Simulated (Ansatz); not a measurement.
## Bi2TeSe2 (Skippenite) in Ansatz: the effect of functional

Crystal: Bi2TeSe2 (Skippenite).

```
Bi Te Se
1.0
     2.09150    1.20753    9.71233
    -2.09150    1.20753    9.71233
     0.00000   -2.41506    9.71233
Bi Te Se
2 1 2
Cartesian
  0.0000 0.0000 17.5387
  0.0000 0.0000 11.5983
  0.0000 0.0000 0.0000
  0.0000 0.0000 22.9716
  0.0000 0.0000 6.1654
```

Alike in all runs:

```yaml
Program: Ansatz 0.2.0
Task: projected density of states
Potentials_or_basis: Ansatz PAW
k_mesh: 7 × 7 × 7
Occupations: fermi-dirac, width 0.05 eV
Spin: no spin polarisation
```

| functional | cutoff | gap on the mesh (eV) | pressure (GPa) | largest force (eV/Å) |
| --- | --- | --- | --- | --- |
| LDA | 420 eV (not typed: the program's choice for these potentials) | 0.39 | 0.4 | 1.78 |
| PBEsol | 420 eV (not typed: the program's choice for these potentials) | ? | ? | ? |
| r2SCAN | 500 eV (not typed: the program's choice for these potentials) | 0.75 | 3.8 | 2.04 |

Task: What does the run with functional PBEsol give?

Result: gap on the mesh 0.43 eV; pressure 1.9 GPa; largest force 1.79 eV/Å.

Caveats: odd divisions of the mesh miss points on the zone boundary, where band edges often lie, so the gap on the mesh can be too wide; spin-orbit coupling is left out, which as a rule narrows the gap of such compounds by several tenths of an eV; the PAW data sets come from PBE, with cores solved anew for the run's functional, which leaves a small shift of forces and pressure; forces of over 1 eV/Å show positions far from the minimum, so gaps and moduli don't describe the material at rest.

A k mesh can miss the band edges.
